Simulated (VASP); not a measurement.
CdS: single point with PBE

Crystal: CdS.

```
Cd S
1.0
     0.00000    2.92320    2.92320
     2.92320    0.00000    2.92320
     2.92320    2.92320    0.00000
Cd S
1 1
Direct
  0.00000 0.00000 0.00000
  0.75000 0.75000 0.75000
```

The cell is a database's computed one.

The cell isn't the ideal one: volume scaled by 0.98.

- Program: VASP 6.6.1
- Task: single point
- Functional: PBE
- Potentials or basis: VASP PAW PBE potentials, release 64 (Cd, S)
- Cutoff: 520 eV
- k mesh: 7 × 7 × 7
- Occupations: fermi-dirac, width 0.02 eV
- Spin: no spin polarisation

```
Pressure               : 2.7 GPa
Band gap on the k mesh : 1.13 eV, direct
```

Levels at points of the mesh, in eV from the valence-band top:
| k point | band 5 | band 6 | band 7 | band 8 | band 9 | band 10 | band 11 | band 12 | band 13 | band 14 |
| --- | --- | --- | --- | --- | --- | --- | --- | --- | --- | --- |
| (0.00, 0.00, 0.00) | -7.23 | -7.23 | 0.00 | 0.00 | 0.00 | 1.13 | 6.55 | 6.55 | 6.55 | 11.40 |

It took 6.6 s on 1 thread of Intel(R) Xeon(R) 6975P-C (Granite Rapids) (shared host), peak memory 0.18 GiB.
